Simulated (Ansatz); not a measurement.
**AlN (wurtzite) under strain**

AlN built on the wurtzite prototype, relaxed with r2SCAN in the plane-wave code Ansatz. It is hexagonal, P6_3mc (No. 186); conventional cell a = 3.107 Å, c = 4.979 Å, 10.40 Å³ an atom. Al has 4 N at 1.89–1.90 Å; N has 4 Al at 1.89–1.90 Å.

The axes x, y and z are those of this cell:
```
Al N
1.0
     3.10669    0.00000    0.00000
    -1.55335    2.69048    0.00000
     0.00000    0.00000    4.97859
Al N
2 2
Direct
  0.33333 0.66667 0.99670
  0.66667 0.33333 0.49670
  0.33333 0.66667 0.37830
  0.66667 0.33333 0.87830
```

Unstrained: PBE gives a direct gap of 4.232 eV at Γ. The r2SCAN gap is direct at Γ: 4.880 eV. With HSE06 the gap is 5.599 eV and direct, at Γ. Meshes: PBE 12×12×6, r2SCAN 12×12×6, HSE06 6×6×4. Strains are changes of length per length. After each strain the atoms were relaxed again with r2SCAN within the symmetry that the strain leaves, so tilts or polar shifts that break it weren't tested; points keep the names that they have in the unstrained zone. The values are computed, spin-unpolarised, and not measurements.

Changes of the least gap in eV (an overlap counts as a negative gap):
```csv
strain,volume change (%),space group,PBE,r2SCAN,HSE06,G0W0@PBE (mesh),"energy rise, r2SCAN (meV/atom)"
isotropic -4.0 % on every length,-11.5,P6_3mc,+0.869,+0.893,+0.835,+0.72,110.6
isotropic -3.0 % on every length,-8.7,P6_3mc,+0.818,+0.857,+0.814,+0.68,60.4
isotropic -2.0 % on every length,-5.9,P6_3mc,+0.537,+0.563,+0.587,+0.62,26.1
isotropic -1.0 % on every length,-3.0,P6_3mc,+0.265,+0.278,+0.290,+0.31,6.3
isotropic +1.0 % on every length,+3.0,P6_3mc,-0.257,-0.270,-0.282,-0.30,6.0
isotropic +2.0 % on every length,+6.1,P6_3mc,-0.507,-0.533,-0.557,-0.59,23.3
isotropic +3.0 % on every length,+9.3,P6_3mc,-0.749,-0.788,-0.825,-0.88,51.0
isotropic +4.0 % on every length,+12.5,P6_3mc,-0.983,-1.035,-1.085,-1.16,88.1
```
Unstrained, G0W0@PBE with 173 empty bands, a screening cutoff of 150 eV and a 6×6×4 mesh gives 5.89 eV on its mesh; the band count follows the volume. G0W0 here is at a finite number of bands, screening cutoff and k mesh, not at the basis limit.

Isotropic -4.0 % on every length. HSE06: the gap goes from 5.599 to 6.434 eV (+0.835 eV); it turns from direct (Γ) to indirect (Γ → K); with r2SCAN the top three valence levels at Γ, grouped 1+2 from the top over 223 meV, become 1+2 over 272 meV. Stress change with r2SCAN, compression positive: xx +33.67, yy +33.67, zz +30.46 GPa.

Isotropic -3.0 % on every length. HSE06: the gap goes from 5.599 to 6.413 eV (+0.814 eV); it turns from direct (Γ) to indirect (Γ → K); with r2SCAN the top three valence levels at Γ, grouped 1+2 from the top over 223 meV, become 1+2 over 259 meV. Stress change with r2SCAN, compression positive: xx +23.68, yy +23.68, zz +21.46 GPa.

Isotropic -2.0 % on every length. HSE06: the gap goes from 5.599 to 6.186 eV (+0.587 eV); with r2SCAN the top three valence levels at Γ, grouped 1+2 from the top over 223 meV, become 1+2 over 247 meV. Stress change with r2SCAN, compression positive: xx +14.80, yy +14.80, zz +13.44 GPa. For HSE06, dE_g/d ln V = -9.7 eV over this step.

Isotropic -1.0 % on every length. HSE06: the gap goes from 5.599 to 5.889 eV (+0.290 eV); with r2SCAN the top three valence levels at Γ, grouped 1+2 from the top over 223 meV, become 1+2 over 235 meV. Stress change with r2SCAN, compression positive: xx +6.95, yy +6.95, zz +6.31 GPa. For HSE06, dE_g/d ln V = -9.6 eV over this step.

Isotropic +1.0 % on every length. HSE06: the gap goes from 5.599 to 5.317 eV (-0.282 eV); with r2SCAN the top three valence levels at Γ, grouped 1+2 from the top over 223 meV, become 1+2 over 211 meV. Stress change with r2SCAN, compression positive: xx -6.11, yy -6.11, zz -5.60 GPa. For HSE06, dE_g/d ln V = -9.5 eV over this step.

Isotropic +2.0 % on every length. HSE06: the gap goes from 5.599 to 5.042 eV (-0.557 eV); with r2SCAN the top three valence levels at Γ, grouped 1+2 from the top over 223 meV, become 1+2 over 200 meV. Stress change with r2SCAN, compression positive: xx -11.49, yy -11.49, zz -10.55 GPa. For HSE06, dE_g/d ln V = -9.4 eV over this step.

Isotropic +3.0 % on every length. HSE06: the gap goes from 5.599 to 4.774 eV (-0.825 eV); with r2SCAN the top three valence levels at Γ, grouped 1+2 from the top over 223 meV, become 1+2 over 188 meV. Stress change with r2SCAN, compression positive: xx -16.19, yy -16.19, zz -14.89 GPa. For HSE06, dE_g/d ln V = -9.3 eV over this step.

Isotropic +4.0 % on every length. HSE06: the gap goes from 5.599 to 4.514 eV (-1.085 eV); with r2SCAN the top three valence levels at Γ, grouped 1+2 from the top over 223 meV, become 1+2 over 176 meV. Stress change with r2SCAN, compression positive: xx -20.28, yy -20.28, zz -18.71 GPa. For HSE06, dE_g/d ln V = -9.2 eV over this step.

The meshes of the hybrids are coarse, so their gaps aren't converged to the digits shown.

The splittings at Γ are without spin-orbit coupling, which regroups them where it is of like size or larger.
